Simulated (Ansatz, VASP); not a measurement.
## Sc in VASP and in Ansatz

Contents of INCAR:

```
SYSTEM = Sc
PREC = Accurate ; ENCUT = 520
EDIFF = 1E-6 ; ISMEAR = 0
SIGMA = 0.15 ; LREAL = .FALSE.
LASPH = .TRUE. ; NELM = 100
ALGO = Fast ; ISIF = 2
LWAVE = .FALSE. ; LCHARG = .FALSE.
GGA = PE ; NBANDS = 12
```

KPOINTS

```
Automatic mesh
0
G
  18 18 18
  0 0 0
```

POSCAR

```
Sc
1.0
    0.0000000000      2.2705000000      2.2705000000
    2.2023850000      0.0000000000      2.2705000000
    2.2023850000      2.2705000000      0.0000000000
Sc
1
Direct
    0.0000000000      0.0000000000      0.0000000000
```

Input for Ansatz:

```yaml
crystal:
  lattice:
    - [0.0, 2.2705, 2.2705]
    - [2.202385, 0.0, 2.2705]
    - [2.202385, 2.2705, 0.0]
  atoms:
    - { symbol: Sc, position: [0.0, 0.0, 0.0] }
basis:
  ecutwfc: 420
kpoints:
  mp_grid: { grid: [18, 18, 18] }
hamiltonian:
  xc: pbe
scf:
  occupations: { method: gaussian, width: 0.15 }
output:
  forces: true
  stress: true
  eigenvalues: true
```

Change from the starting cell: strain -0.0300 x Voigt [1, 0, 0, 0, 0, 0], atoms carried along.

Alike in both runs: task single point; functional PBE; k mesh 18 × 18 × 18; occupations gaussian, width 0.15 eV; no spin polarisation.

|  | VASP | Ansatz |
| --- | --- | --- |
| version | VASP 6.6.1 | Ansatz 0.2.0 |
| potentials or method | VASP PAW PBE potentials, release 64 (Sc_sv) | scalar-relativistic, plane waves, PAW |
| plane-wave cutoff (eV) | 520 | 420 |
| valence electrons in the cell | 11 | 11 |

|  | VASP | Ansatz | Ansatz less VASP |
| --- | --- | --- | --- |
| gap on the k mesh at the Fermi level (eV) | none | none | - |
| pressure (GPa) | 4.8 | 4.9 | +0.02 |
| largest component of the traceless stress (GPa) | 0.55 | 0.55 | -0.003 |

A gap of «none» marks a metal or a gap that the smearing closes.
